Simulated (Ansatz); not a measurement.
Phosphorus (diamond) across density functionals

All rows: Ansatz, plane waves with scalar-relativistic PAW, 420 eV (500 eV for the SCAN forms), relaxed under each functional, no dispersion correction, no zero-point motion. B₀ comes from uniform scaling at fixed shape; a dash is a value not given.

```json
{"functional": "PBE", "V (Å³/atom)": "20.55", "cell": "a = 5.478 Å", "B₀ (GPa)": "44", "magnetic state": "spin not included", "ΔE to black phosphorus (meV/atom)": "544"}
{"functional": "PBEsol", "V (Å³/atom)": "19.40", "cell": "a = 5.374 Å", "B₀ (GPa)": "50", "magnetic state": "spin not included", "ΔE to black phosphorus (meV/atom)": "527"}
{"functional": "LDA", "V (Å³/atom)": "19.04", "cell": "a = 5.341 Å", "B₀ (GPa)": "53", "magnetic state": "spin not included", "ΔE to black phosphorus (meV/atom)": "527"}
{"functional": "revPBE", "V (Å³/atom)": "21.06", "cell": "a = 5.523 Å", "B₀ (GPa)": "41", "magnetic state": "spin not included", "ΔE to black phosphorus (meV/atom)": "580"}
{"functional": "RPBE", "V (Å³/atom)": "21.27", "cell": "a = 5.541 Å", "B₀ (GPa)": "40", "magnetic state": "spin not included", "ΔE to black phosphorus (meV/atom)": "591"}
{"functional": "BLYP", "V (Å³/atom)": "23.33", "cell": "a = 5.715 Å", "B₀ (GPa)": "40", "magnetic state": "spin not included", "ΔE to black phosphorus (meV/atom)": "559"}
```

Question: What does r²SCAN give?

Answer: V (Å³/atom): 19.94; cell: a = 5.423 Å; B₀ (GPa): 46; magnetic state: spin not included; ΔE to black phosphorus (meV/atom): 662.
